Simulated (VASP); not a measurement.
Crystal: Ta.

```
Ta
1.0
     5.31216    0.00000    0.00000
     0.00000    5.31216    0.00000
     0.00000    0.00000    5.31216
Ta
8
Direct
  0.50000 0.50000 0.50000
  0.00000 0.00000 0.00000
  0.25000 0.00000 0.50000
  0.50000 0.25000 0.00000
  0.50000 0.75000 0.00000
  0.75000 0.00000 0.50000
  0.00000 0.50000 0.75000
  0.00000 0.50000 0.25000
```

The cell was built by a generator and needn't be a form met in nature.

```yaml
Program: VASP 6.6.1
Task: relaxation of cell and atoms
Functional: PBEsol
Potentials_or_basis: VASP PAW PBE potentials, release 64 (Ta_pv)
Cutoff: 600 eV
k_mesh: 4 × 4 × 4
Occupations: gaussian, width 0.1 eV
Spin: no spin polarisation
```

At the start: pressure -5.8 GPa; volume 18.74 Å³/atom.

Problem. Where does the relaxation end?

Solution. Over 3 steps the energy falls by 9.7 meV/atom and the volume is 18.23 Å³/atom (-2.7 %); space group Pm-3n (No. 223, to 0.05 Å).

Step by step:
```csv
step,energy change (eV),largest force (eV/Å),pressure (GPa),volume (Å³)
1,0.0000,0.0000,-5.78,149.90
2,0.4230,0.0000,16.84,135.71
3,-0.0777,0.0000,-0.19,145.82
```

Final structure:
```
CELL_PARAMETERS angstrom
5.26341 0.00000 0.00000
0.00000 5.26341 0.00000
0.00000 0.00000 5.26341
ATOMIC_POSITIONS crystal
Ta 0.50000 0.50000 0.50000
Ta 0.00000 0.00000 0.00000
Ta 0.25000 0.00000 0.50000
Ta 0.50000 0.25000 0.00000
Ta 0.50000 0.75000 0.00000
Ta 0.75000 0.00000 0.50000
Ta 0.00000 0.50000 0.75000
Ta 0.00000 0.50000 0.25000
```

Caveat: the PAW data sets were made with another functional, which shifts forces and pressure a little.
